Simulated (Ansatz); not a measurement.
## What a change of settings does to a run on Mo

The cell is COD entry 9011605, as deposited and not checked against the literature; nothing was relaxed. It is an old determination, and later ones may differ.

First run: DFT, PBE, all-electron LAPW, Dirac equation with spin-orbit coupling (Ansatz 0.2.0).

Command: `ansatz run input.yaml --threads 1 --pin off --max-ram 2048MiB --backend cpu --events-out ev --progress --plain --runs-dir out` The run took 2.6 min on 1 thread of Arm Neoverse V1, with other jobs on the host, peak memory 0.57 GiB.

```yaml
crystal:
  lattice:
    - [-1.571, 1.571, 1.571]
    - [1.571, -1.571, 1.571]
    - [1.571, 1.571, -1.571]
  atoms:
    - { symbol: Mo, position: [0.0, 0.0, 0.0] }
kpoints:
  mp_grid: { grid: [16, 16, 16] }
  band_path:
    path:
      - [0.0, 0.0, 0.0]
      - [0.5, -0.5, 0.5]
      - [0.0, 0.0, 0.5]
      - [0.0, 0.0, 0.0]
      - [0.25, 0.25, 0.25]
      - [0.5, -0.5, 0.5]
      - [0.25, 0.25, 0.25]
      - [0.0, 0.0, 0.5]
    npoints: 5
scf:
  occupations: { method: fermi_dirac, width: 0.05 }
hamiltonian:
  xc: pbe
  pseudopotentials: { kind: all_electron, lapw: { basis_error: 0.001 } }
output:
  forces: true
  stress: true
  eigenvalues: true
magnetization:
  noncollinear: true
  spin_orbit: true
```

Result: converged; pressure 4.74 GPa; no gap on the k mesh; 8 SCF iterations.

A second input differs as follows:

```diff
@@ -21,4 +21,6 @@
 scf:
   occupations: { method: fermi_dirac, width: 0.05 }
+  convergence: { dr2_threshold: 1.0e-14 }
+  max_iter: 75
 hamiltonian:
   xc: pbe
```

Question: Does the change harm the result?

Answer: Not here: the run converged; energy at zero smearing 0.0 meV/atom from the first run; pressure 4.74 GPa; no gap on the k mesh; 12 SCF iterations, so the odd setting did no harm in this case.
